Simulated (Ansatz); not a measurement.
## I under strains and displacements

All numbers below come from DFT PBE, scalar-relativistic, plane waves, PAW in Ansatz 0.2.0.

Settings: cutoff 420 eV, Γ-centred mesh 18×18×18 on the computed 1-atom cell, Gaussian smearing of 0.10 eV; no spin polarisation.

Reference cell:

```xyz
1
Lattice="-1.6175 1.6175 4.2648 1.6175 -1.6175 4.2648 1.6175 1.6175 -4.2648" Properties=species:S:1:pos:R:3 pbc="T T T"
I     0.0000    0.0000    0.0000
```

Each variant moves atoms of this cell by the vectors given, if any (Å), and then applies a symmetric strain (tensor components, Cartesian axes). The reference cell isn't relaxed at this level. Energies are per atom at zero smearing, counted from the lowest variant. Pressure is positive in compression.

1. strain (xx yy zz yz xz xy, %) 1.90 1.90 7.90 0.00 0.00 0.00
2. strain (xx yy zz yz xz xy, %) -5.59 -5.59 0.41 0.00 0.00 0.00
3. strain (xx yy zz yz xz xy, %) -1.64 -1.64 4.36 0.00 0.00 0.00

| variant | ΔE (meV/atom) | P (GPa) | largest force (eV/Å) | gap on mesh (eV) | space group |
| --- | --- | --- | --- | --- | --- |
| 1 | ? | ? | ? | ? | ? |
| 2 | 107.6 | 5.80 | 0.00 | 0 | I4/mmm |
| 3 | 0.6 | 1.27 | 0.00 | 0 | I4/mmm |

**Question.** Give the withheld rows.

**Answer.**
| variant | ΔE (meV/atom) | P (GPa) | largest force (eV/Å) | gap on mesh (eV) | space group |
| --- | --- | --- | --- | --- | --- |
| 1 | 0.0 | -0.98 | 0.00 | 0 | I4/mmm |

Spin-orbit coupling is left out, which matters for the bands of heavy elements. Each cell of I holds layers, and where no dispersion correction was added their binding is poorly described. Spin polarisation was left out, and a magnetic state may lie lower.

This form isn't the element's structure at ambient conditions.

Cost: 3 runs of about 1.3 core-minutes in all, on Arm Neoverse N1 (shared hosts).